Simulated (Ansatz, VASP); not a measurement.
# Si2N in VASP and in Ansatz

```
CELL_PARAMETERS angstrom
0.00000 2.62209 2.62209
2.62209 0.00000 2.62209
2.62209 2.62209 0.00000
ATOMIC_POSITIONS crystal
Si 0.25000 0.25000 0.25000
Si 0.75000 0.75000 0.75000
N 0.00000 0.00000 0.00000
```

Alike in both runs: task single point; functional PBE; k mesh 6 × 6 × 6; occupations gaussian, width 0.1 eV; collinear spin.

|  | VASP | Ansatz |
| --- | --- | --- |
| version | VASP 6.6.1 | Ansatz 0.2.0 |
| potentials or method | VASP PAW PBE potentials, release 64 (Si, N) | scalar-relativistic, plane waves, PAW |
| plane-wave cutoff (eV) | 520 | 420 |
| valence electrons in the cell | 13 | 13 |

|  | VASP | Ansatz | Ansatz less VASP |
| --- | --- | --- | --- |
| gap on the k mesh at the Fermi level (eV) | none | none | - |
| pressure (GPa) | 7.5 | 7.5 | +0.03 |
| net moment per atom (μB) | 0.00 | 0.00 | 0.000 |

A gap of «none» marks a metal or a gap that the smearing closes. With one functional, cell and mesh, what is left measures potentials, basis and numerics. Ansatz warned: «seeded_moment_not_kept».
